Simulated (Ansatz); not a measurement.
The system is InPd.

```
In Pd
1.0
     0.00000    2.74607    2.74607
     2.74607    0.00000    2.74607
     2.74607    2.74607    0.00000
In Pd
1 1
Direct
  0.00000 0.00000 0.00000
  0.50000 0.50000 0.50000
```

The cell was built by a generator and needn't be a form met in nature.

```yaml
Program: Ansatz 0.2.0
Task: relaxation of cell and atoms
Functional: r2SCAN
Dispersion: D3(BJ)
Potentials_or_basis: Ansatz PAW
Cutoff: "500 eV (not typed: the program's choice for these potentials)"
k_mesh: 8 × 8 × 8
Occupations: fermi-dirac, width 0.05 eV
Spin: no spin polarisation
```

At the start: volume 20.71 Å³/atom.

How do energy, volume and symmetry change on relaxing?

It ends after 5 steps and the volume is 19.68 Å³/atom (-4.9 %); space group Fm-3m (No. 225, to 0.05 Å).

The path:
```csv
step,energy change (eV),largest force (eV/Å),volume (Å³)
1,0.0000,0.0000,41.42
2,-0.0058,0.0000,37.60
3,-0.0323,0.0000,39.55
4,-0.0327,0.0000,39.37
5,-0.0315,0.0000,39.37
```

Final structure:
```cif
data_structure
_symmetry_space_group_name_H-M 'P 1'
_symmetry_Int_Tables_number 1
_cell_length_a 3.8184
_cell_length_b 3.8184
_cell_length_c 3.8184
_cell_angle_alpha 60.000
_cell_angle_beta 60.000
_cell_angle_gamma 60.000
_cell_volume 39.37
loop_
_atom_site_label
_atom_site_type_symbol
_atom_site_fract_x
_atom_site_fract_y
_atom_site_fract_z
_atom_site_occupancy
In1 In 0.00000 0.00000 0.00000 1
Pd1 Pd 0.50000 0.50000 0.50000 1
```

Caveat: the plane-wave basis is chosen anew once the cell has moved, so the energies of steps on either side of that aren't comparable; pairwise dispersion overbinds metals, which lowers pressure and volume; the PAW data sets come from PBE, with cores solved anew for the run's functional, which leaves a small shift of forces and pressure; the dispersion damping was fitted for another functional or another form of the correction.
